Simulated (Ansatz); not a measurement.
**Energy ranking of Nb3N structures**

All numbers below come from DFT PBE, scalar-relativistic, plane waves, PAW in Ansatz. All cells share a 420 eV cutoff and Γ-centred k meshes spaced at most about 0.3 Å⁻¹ (about 0.25 or finer for metals, 2π included). No spin polarisation.

Formation energies are uncorrected and refer to the elements' standard structures at the same level (N₂ as a molecule).

Temperature and zero-point effects are left out. Larger cells and other orderings weren't all tried, so the list isn't exhaustive.

Invented guesses were relaxed alike, and ends that match in structure were merged. ΔE counts from the first row. Coordination counts Nb atoms around N (those within 1.25 times the shortest such distance or 1.15 times the sum of covalent radii). The ends were matched against large subsets of the Crystallography Open Database and the Materials Project, so a missing match doesn't prove that a structure is unreported.

```
#                                        reached from           type and space group  atoms  Å³/atom  coordination  ΔE (meV/atom)  gap on mesh (eV)  in databases
1  a relaxed cell, shaken at random and relaxed again                     Pm (No. 6)      8     17.3           N 4              0              0.00      no match
2                              anti-ReO3 type (Pm-3m)     anti-ReO3, Pm-3m (No. 221)      4     18.5           N 6             56              0.00      no match
3                           Cu3Au (L1_2) type (Pm-3m)  Cu3Au (L1_2), Pm-3m (No. 221)      4     14.8          N 12            659              0.00      no match
4                                         random cell                Im-3m (No. 229)      4     15.9           N 6            798              0.00      no match
```

The lowest: Space group Pm (No. 6), monoclinic, a = 4.203 Å, b = 4.294 Å, c = 7.666 Å, β = 90.3°. Nb on its first site is surrounded by 8 Nb at 2.69–2.86 Å; Nb on its second site has 2 N at 2.15 Å and 8 Nb at 2.90–3.03 Å; Nb on its third site has 2 N at 2.15 Å, 8 Nb at 2.77–3.03 Å and 1 Nb at 3.52 Å; Nb on its fourth site is surrounded by 2 Nb at 2.69–2.73 Å, 6 Nb at 2.90–3.07 Å and 1 Nb at 3.52 Å; around N on its first site lie 4 Nb at 1.97–2.15 Å; 3 more sites not described. Its energy over the elements is +0.10 eV/atom. It can't be a ground state, since the elements alone are lower. An observed structure of this formula, if there is one, may be missing.

```xyz
8
Lattice="4.2031 0.0000 0.0000 0.0000 4.2943 0.0000 -0.0440 0.0000 7.6658" Properties=species:S:1:pos:R:3 pbc="T T T"
Nb    2.3285    2.1471    7.3855
Nb    2.3002    2.1471    3.6287
Nb    0.2787    2.1471    1.5313
Nb    0.2526    2.1471    5.6817
Nb    2.3439    0.0000    1.6124
Nb    2.2636    0.0000    5.6385
N     2.4186    0.0000    3.6734
N     0.2470    0.0000    1.5116
```

The second: Space group Pm-3m (No. 221), cubic, a = 4.201 Å. Nb is surrounded by 2 N at 2.10 Å and 8 Nb at 2.97 Å; N has 6 Nb at 2.10 Å. Counting Nb atoms around N, the first has N 4 and the second has N 6. Cells relaxed within their symmetry can be saddle points. Some candidate types were left out of the draw beforehand, so a known form may be missing.
